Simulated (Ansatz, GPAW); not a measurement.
V: 3 runs at one level of theory

```
CELL_PARAMETERS angstrom
-1.51435 1.51435 1.51435
1.51435 -1.51435 1.51435
1.51435 1.51435 -1.51435
ATOMIC_POSITIONS crystal
V 0.00000 0.00000 0.00000
```

Alike in all runs: task single point; functional PBE; k mesh 12 × 12 × 12; occupations gaussian, width 0.014 eV; collinear spin, ferromagnetic start; no spin-orbit coupling. Pressure is positive in compression and, in plane waves, holds the error of the finite cutoff, which Ansatz's Pulay term estimates and takes out.

```csv
program and potentials,plane-wave cutoff (eV),notes,band gap (eV),pressure (GPa),net moment per atom (μB)
"Ansatz, Ansatz PAW",420,Pulay term of +0.08 GPa included,no gap,-5.20,0.12
"GPAW, GPAW PAW data sets (gpaw-data 1.2.1)",600,-,no gap,-4.17,0.11
"Ansatz, all-electron LAPW, scalar-relativistic",-,-,no gap,-5.26,0.12
```

None finds a gap. The pressure spans -5.26 (Ansatz, all-electron LAPW, scalar-relativistic) to -4.17 GPa (GPAW, GPAW PAW data sets (gpaw-data 1.2.1)), with all-electron results at -5.26. The net moment per atom spans 0.11 (GPAW, GPAW PAW data sets (gpaw-data 1.2.1)) to 0.12 μB (Ansatz, all-electron LAPW, scalar-relativistic), with all-electron results at 0.12. The state is the one that the start led to, which needn't be the lowest.

Differences between rows come from potentials, basis sets and numerical settings, since the functional is the same but for its coding. Runs on potential files found faulty are left out.
